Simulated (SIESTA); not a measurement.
Crystal: HgSe.

```xyz
2
Lattice="0.0000 3.0390 3.0390 3.0390 0.0000 3.0390 3.0390 3.0390 0.0000" Properties=species:S:1:pos:R:3 pbc="T T T"
Hg    0.0000    0.0000    0.0000
Se    4.5585    4.5585    4.5585
```

* Program: SIESTA 5.4.2
* Task: relaxation of cell and atoms
* Functional: PBE
* Potentials or basis: PseudoDojo 0.4 standard (PBE files)
* Basis: DZP (energy shift 0.002 Ry)
* Grid cutoff: 1200 Ry
* Energy shift: 0.002 Ry
* k mesh: 6 × 6 × 6
* Occupations: fermi-dirac, width 0.05 eV
* Spin: no spin polarisation

At the start: pressure 6.5 GPa; volume 28.07 Å³/atom.

Where does the relaxation end?

Over 4 steps the energy falls by 62.6 meV/atom and the volume is 31.50 Å³/atom (+12.2 %); space group F-43m (No. 216, to 0.05 Å).

Step by step:
```csv
step,energy change (eV),largest force (eV/Å),pressure (GPa),volume (Å³)
1,0.0000,0.0000,6.50,56.13
2,-0.0124,0.0000,6.11,56.45
3,-0.1237,0.0001,0.59,62.18
4,-0.1251,0.0001,-0.01,63.00
```

Final structure:
```
CELL_PARAMETERS angstrom
0.00005 3.15822 3.15822
3.15822 0.00005 3.15822
3.15822 3.15822 0.00005
ATOMIC_POSITIONS crystal
Hg 0.00000 0.00000 0.00000
Se 0.75000 0.75000 0.75000
```

Caveat: semicore shells carry a single zeta, which can move pressures by several GPa and volumes by a few percent; the volume moved by +12 % from the deposited cell, more than functionals usually miss; the basis of atomic orbitals isn't converged, which shifts pressures, moduli and gaps.
